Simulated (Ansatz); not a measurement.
# Bi2TeSe2 (Skippenite) (R-3m) in Ansatz: a series of runs

One crystal, Bi2TeSe2 (Skippenite), is run at these levels: HSE06, PBE0; tasks: band structure.

Everything below comes from runs of Ansatz 0.2.0. Logs are shortened: lines on timing, memory, paths and dates and some standing lists are left out, and cuts for length are marked.

### 1 The structure

It takes space group R-3m (No. 166, trigonal). Conventional cell: a = 4.183 Å, b = 4.183 Å, c = 29.137 Å, α = 90.00°, β = 90.00°, γ = 120.00°. Around Bi (site symmetry 3m) lie 3 Se at 2.93 Å and 3 Te at 3.06 Å. Around Te (site symmetry -3m) lie 6 Bi at 3.06 Å. Around Se (site symmetry 3m) lie 3 Bi at 2.93 Å.

### 2 Band structure, HSE06

input reads:

```
crystal:
  lattice:
    - [2.0915, 1.207528088, 9.7123333333]
    - [-2.0915, 1.207528088, 9.7123333333]
    - [0.0, -2.415056176, 9.7123333333]
  atoms:
    - { symbol: Bi, position: [0.60194, 0.60194, 0.60194] }
    - { symbol: Bi, position: [0.39806, 0.39806, 0.39806] }
    - { symbol: Te, position: [0.0, 0.0, 0.0] }
    - { symbol: Se, position: [0.7884, 0.7884, 0.7884] }
    - { symbol: Se, position: [0.2116, 0.2116, 0.2116] }
hamiltonian:
  xc: hse06
  pseudopotentials: { kind: paw }
kpoints:
  mp_grid: { grid: [6, 6, 6] }
  band_path:
    path:
      - [[0.0, 0.0, 0.0], [0.5, 0.0, 0.0], [0.5, 0.1769718581, -0.1769718581]]
      - [[0.8230281419, 0.5, 0.1769718581], [0.5, 0.5, 0.5], [0.0, 0.0, 0.0], [0.3384859291, 0.0, -0.3384859291]]
      - [[0.6615140709, 0.3384859291, 0.0], [0.5, 0.5, 0.0], [0.6615140709, 0.6615140709, 0.1769718581], [0.5, 0.5, 0.5]]
      - [[0.5, 0.0, 0.0], [0.8230281419, 0.3384859291, 0.3384859291]]
    npoints: 4
scf:
  occupations: { method: fermi_dirac, width: 0.05 }
  n_extra_bands: 12
output:
  forces: true
  stress: true
  eigenvalues: true
  fatbands: false
```

Potentials or basis: Ansatz PAW.

The program printed:

```text
Warning: output.stress: scf.convergence.dr2_threshold = 1e-7 eV (the SCF's general default) is looser than the 5e-10 eV advised for a printed stress (1e-10 eV for each atom of the cell: 5). What an SCF threshold leaves in a stress goes as its square root, and in the free energy as the threshold itself, and one threshold admits the most on a small cell: of the crystals measured, under no hybrid functional and no lock of the moments, on runs that ended without the residual-converged pass, on stresses that held no estimate of that error, the worst erred by over 100 MPa in a component at 1e-7 eV an atom and by under 5 at 1e-10. Set scf.convergence.dr2_threshold to 5e-10 eV or tighter. The threshold is an SCF's pass mark: one that does not reach it within its budget of iterations ends unconverged, or closes short of it on a stop that the run arms, and scf.convergence.dr2_threshold's page says what that costs each kind of run
Warning: output.stress: scf.exx.energy_threshold = 1e-6 eV is looser than the 5e-8 eV advised for a stress under a hybrid functional (1e-8 eV for each atom of the cell: 5). Every SCF of the exchange loop can meet its threshold on dr2 while the loop round them stops early: no threshold on dr2 bounds what that leaves in the stress. Set scf.exx.energy_threshold to 5e-8 eV or tighter. The threshold is the loop's pass mark: a loop that does not reach it within its budget of cycles ends unconverged, and scf.exx.energy_threshold's page has the law
basis.fft_grid_basis auto: the FFT boxes are laid along the combinations [[1, 0, -1], [0, 1, -1], [0, 0, 1]] of the cell's own vectors, 4.183, 4.183 and 10.008 Å long. The dense box has 30×30×72 points. Along the cell's own vectors, as sized, it would have 72×72×72, 5.76 times as many. Of the 12 symmetry operations that the crystal satisfies within crystal.symmetry.tolerance (time reversal apart; of a slab, those that keep its plane) the dense box along the cell's own vectors carries 12, and the one as laid loses 8 of those. basis.fft_grid_basis: typed keeps the cell's own vectors: state it where this run's energies or levels are differenced outside the engine with another run's, or held beside a run that keeps those vectors.
scf.n_extra_bands = 12 over 39 filled bands (N_el = 78.0): the run solves 51 bands
GPUs: using 1 of 1 available (devices: 1).
Engine: ansatz 0.2.0, x86_64-unknown-linux-gnu
Pseudopotentials: kind: paw
Pseudopotential: Bi, paw, valence charge 15, recommended cutoff 420 eV (normal), Bi.paw.azcp
Pseudopotential: Te, paw, valence charge 16, recommended cutoff 420 eV (normal), Te.paw.azcp
Pseudopotential: Se, paw, valence charge 16, recommended cutoff 420 eV (normal), Se.paw.azcp
Functional definition: HSE06
  parameter a = 0.25
  parameter omega = 0.11/bohr
  exchange = pbe_x - a*pbe_x_sr(omega) + a*exact_x_sr(omega)
  correlation = pbe_c
device memory: the entry about to start is reckoned to put 2.5 GiB on a device that reports 78.6 GiB free (of which the cap on the GPU budget leaves the run 18.0 GiB)
GPU FFT provider: cuFFT
GPU libraries: cuBLAS 13.8.2, cuFFT 12.4.0, cuSOLVER 12.3.4
Crystal: 5 atoms, lattice volume = 147.174 Å³
Basis set: ecut = 420 eV, 2835 PW (Γ), FFT grids on a1−a3, a2−a3, a3, exchange–correlation on 60×60×144 points (8 copies of the dense FFT grid, shifted against one another)
Bands: 51, of which v1, the nominal top of the filled ones, is band 39 counted from 1 (38 counted from 0)
Symmetry: 12 space group operations
Space group: R-3m (ITA 166), of the structure as read, at distance tolerance 5.3e-5 Å
k-points: 32 of 216
[... 90 lines left out ...]
  E_local      = -9144.938439  (includes V_loc(G=0)·N_el)
  E_nonlocal   = -376.201507
  E_hartree    = 4204.888699
  E_xc         = -512.123284
  E_vxc        = -473.185561  (∫ρ·V_xc dr)
  E_exx        = -251.336458  (= α·E_x^exact, valence–valence)
  E_paw        = -29697.697078  (= ΣΔE_a)
  E_vpaw       = -315.531172  (= ΣTr[D̂ρ^β])
  E_aug_tail   = -0.002249  (compensation charges beyond the density's cutoff)
  E_ewald      = -7964.327552
  E_core_change = -2.019766  (= ΣΔE_core)
  E_smearing   = -0.000002  (= −TS)
  E_closure    = -0.000000  (closes the sum)
  Σ components = -42727.001292   (vs F -42727.001292, Δ=0.00e0)
--- Forces (eV/Å), atoms counted from 1 ---
  atom   1  Bi     0.00000000     0.00000000    -2.07666429
  atom   2  Bi     0.00000000    -0.00000000     2.07666429
  atom   3  Te     0.00000000     0.00000000    -0.00000000
  atom   4  Se     0.00000000     0.00000000    -0.84989428
  atom   5  Se     0.00000000    -0.00000000     0.84989428
  max |Σ_I F_I| component: 0.00e0 eV/Å
--- Stress (GPa, compression-positive) ---
        2.709507       0.000000       0.000000
        0.000000       2.709507      -0.000000
        0.000000      -0.000000       3.144691
  P = ⅓ Tr σ = 2.8546 GPa (28.546 kbar)
--- Band table (eV; the first three rows and the last of 32) ---
  k-point 0: bands = ["-42.0142", "-42.0140", "-42.0128", "-42.0128", "-42.0120", "-42.0120", "-42.0007", "-42.0007", "-42.0006", "-42.0006", "-30.2424", "-30.2424", "-30.2362", "-30.2127", "-30.2127", "-16.0832", "-16.0832", "-16.0766", "-16.0766", "-16.0551", "-16.0525", "-16.0500", "-16.0500", "-16.0460", "-16.0460", "-6.5382", "-5.5661", "-4.5443", "-1.6456", "0.4295", "6.8512", "6.9360", "6.9360", "6.9463", "7.3100", "7.3100", "7.9539", "7.9539", "9.1268", "10.0141", "10.4585", "10.4585", "11.8916", "12.3366", "12.3366", "15.1415", "15.9575", "15.9575", "16.0852", "16.8832", "17.6177"]
  k-point 1: bands = ["-42.0141", "-42.0140", "-42.0128", "-42.0128", "-42.0121", "-42.0120", "-42.0007", "-42.0007", "-42.0006", "-42.0006", "-30.2426", "-30.2424", "-30.2358", "-30.2127", "-30.2120", "-16.0891", "-16.0816", "-16.0798", "-16.0733", "-16.0539", "-16.0508", "-16.0492", "-16.0479", "-16.0462", "-16.0439", "-6.2417", "-5.3419", "-4.3498", "-1.7488", "0.0132", "5.2628", "5.7061", "6.1888", "6.1931", "7.2004", "7.7591", "7.7880", "7.9510", "8.5572", "11.0457", "11.1474", "11.2472", "11.9981", "12.4515", "13.2281", "14.1838", "15.4019", "16.4284", "17.0326", "17.6153", "17.7697"]
  k-point 2: bands = ["-42.0141", "-42.0140", "-42.0129", "-42.0127", "-42.0122", "-42.0120", "-42.0007", "-42.0006", "-42.0006", "-42.0005", "-30.2430", "-30.2424", "-30.2351", "-30.2126", "-30.2107", "-16.1019", "-16.0927", "-16.0768", "-16.0685", "-16.0579", "-16.0529", "-16.0427", "-16.0403", "-16.0380", "-16.0376", "-5.3997", "-4.7938", "-3.9064", "-2.2729", "-1.0433", "3.4936", "5.1095", "5.2733", "5.4285", "6.3999", "6.4335", "7.6257", "7.9097", "8.5561", "10.7244", "11.1319", "11.7172", "13.1273", "13.2667", "13.5270", "14.7168", "15.9449", "16.8799", "17.9812", "18.5797", "18.8232"]
  k-point 31: bands = ["-42.0142", "-42.0140", "-42.0128", "-42.0128", "-42.0120", "-42.0120", "-42.0007", "-42.0007", "-42.0006", "-42.0006", "-30.2424", "-30.2424", "-30.2362", "-30.2127", "-30.2127", "-16.0832", "-16.0832", "-16.0767", "-16.0767", "-16.0550", "-16.0526", "-16.0500", "-16.0500", "-16.0460", "-16.0460", "-6.4189", "-5.8978", "-4.1218", "-2.0934", "0.7680", "6.0995", "6.8949", "6.8949", "7.5576", "7.5576", "7.6827", "7.6827", "7.8406", "8.6693", "10.4807", "10.7358", "10.7358", "11.5660", "12.0249", "12.0249", "15.0010", "15.8023", "15.8023", "16.4858", "17.1395", "18.4514"]
```

bands.tsv:

```text
[... 63 lines left out ...]
5.370339	-51.586963	-51.586898	-51.585762	-51.585499	-51.585123	-51.584868	-51.573592	-51.573476	-51.573442	-51.573382	-39.816124	-39.815301	-39.807687	-39.785399	-39.782924	-25.681175	-25.671366	-25.649625	-25.639852	-25.632791	-25.627790	-25.611395	-25.608374	-25.606486	-25.606174	-14.113408	-13.945017	-13.505251	-12.384491	-11.235949	-6.649184	-4.937912	-4.806678	-4.512736	-3.176517	-3.016293	-2.047160	-1.919387	-1.613486	1.468944	1.698926	1.835877	3.137931	3.710631	4.089768	5.864785	6.253238	8.330484	9.624500	9.937782	10.493893
```

It took 8 min on 1 × NVIDIA H100 80GB HBM3 with 2 threads of AMD EPYC 7R13 (Zen 3), shared host; peak memory 8.5 GiB.

Results:

* Free energy: -42727.0013 eV
* Pressure: 2.9 GPa
* Largest force: 2.077 eV/Å
* Band gap on the k mesh: 0.89 eV, direct
* Band gap along the path: 0.89 eV, direct

Forces in eV/Å, atoms in the order of the input:
```
Bi   0.000  0.000 -2.077
Bi   0.000  0.000  2.077
Te   0.000  0.000  0.000
Se   0.000  0.000 -0.850
Se   0.000  0.000  0.850
```

Stress tensor (GPa, compression positive):
```
2.71 0.00 0.00
0.00 2.71 0.00
0.00 0.00 3.14
```

Levels at the corners of the path, in eV from the valence-band top:
| point | band 37 | band 38 | band 39 | band 40 | band 41 | band 42 |
| --- | --- | --- | --- | --- | --- | --- |
| Γ | -1.17 | -1.17 | 0.00 | 0.89 | 1.33 | 1.33 |
| L | -2.38 | -1.22 | -0.56 | 1.32 | 1.84 | 3.25 |
| B1 | -2.03 | -1.07 | -0.74 | 2.11 | 2.31 | 3.08 |
| B | -2.03 | -1.07 | -0.74 | 2.11 | 2.31 | 3.08 |
| Z | -1.44 | -1.29 | -0.46 | 1.35 | 1.61 | 1.61 |
| Γ | -1.17 | -1.17 | 0.00 | 0.89 | 1.33 | 1.33 |
| X | -1.86 | -1.27 | -0.70 | 2.03 | 2.71 | 2.83 |
| Q | -1.86 | -1.27 | -0.70 | 2.03 | 2.71 | 2.83 |
| F | -1.92 | -1.78 | -1.04 | 1.75 | 2.29 | 2.47 |
| P1 | -1.60 | -1.47 | -1.17 | 1.92 | 2.15 | 2.28 |
| Z | -1.44 | -1.29 | -0.46 | 1.35 | 1.61 | 1.61 |
| L | -2.38 | -1.22 | -0.56 | 1.32 | 1.84 | 3.25 |
| P | -1.60 | -1.47 | -1.17 | 1.92 | 2.15 | 2.28 |

Caveat: spin-orbit coupling is left out, which as a rule narrows the gap of such compounds by several tenths of an eV; the PAW data sets come from PBE, with cores solved anew for the run's functional, which leaves a small shift of forces and pressure; forces of over 1 eV/Å show positions far from the minimum, so gaps and moduli don't describe the material at rest; the thresholds are loose for stress.

### 3 Band structure, PBE0

Changes to input since step 2:

```diff
@@ -12,3 +12,3 @@
 hamiltonian:
-  xc: hse06
+  xc: pbe0
   pseudopotentials: { kind: paw }
```

Potentials or basis: Ansatz PAW.

Run time: 7.5 min. Hardware: 1 × NVIDIA H100 80GB HBM3 with 2 threads of AMD EPYC 7R13 (Zen 3), shared host; peak memory 8.5 GiB.

Results (log left out):

- Free energy: -42719.7352 eV
- Pressure: 2.9 GPa
- Largest force: 2.138 eV/Å
- Band gap on the k mesh: 1.40 eV, direct
- Band gap along the path: 1.40 eV, direct

Forces on the atoms (eV/Å):
```
Bi   0.000  0.000 -2.138
Bi   0.000  0.000  2.138
Te   0.000  0.000  0.000
Se   0.000  0.000 -0.891
Se   0.000  0.000  0.891
```

Stress tensor (GPa, compression positive):
```
2.70 0.00 0.00
0.00 2.70 0.00
0.00 0.00 3.20
```

Levels at the corners of the path, in eV from the valence-band top:
```
point  band 37  band 38  band 39  band 40  band 41  band 42
    Γ    -1.23    -1.23     0.00     1.40     1.86     1.86
    L    -2.49    -1.28    -0.60     1.85     2.39     3.86
   B1    -2.12    -1.13    -0.78     2.67     2.87     3.68
    B    -2.12    -1.13    -0.78     2.67     2.87     3.68
    Z    -1.51    -1.32    -0.49     1.89     2.14     2.14
    Γ    -1.23    -1.23     0.00     1.40     1.86     1.86
    X    -1.95    -1.34    -0.75     2.59     3.29     3.42
    Q    -1.95    -1.34    -0.75     2.59     3.29     3.42
    F    -2.00    -1.86    -1.09     2.31     2.86     3.04
   P1    -1.67    -1.54    -1.23     2.48     2.70     2.84
    Z    -1.51    -1.32    -0.49     1.89     2.14     2.14
    L    -2.49    -1.28    -0.60     1.85     2.39     3.86
    P    -1.67    -1.54    -1.23     2.48     2.70     2.84
```

Caveat: spin-orbit coupling is left out, which as a rule narrows the gap of such compounds by several tenths of an eV; the PAW data sets come from PBE, with cores solved anew for the run's functional, which leaves a small shift of forces and pressure; forces of over 1 eV/Å show positions far from the minimum, so gaps and moduli don't describe the material at rest; the thresholds are loose for stress.
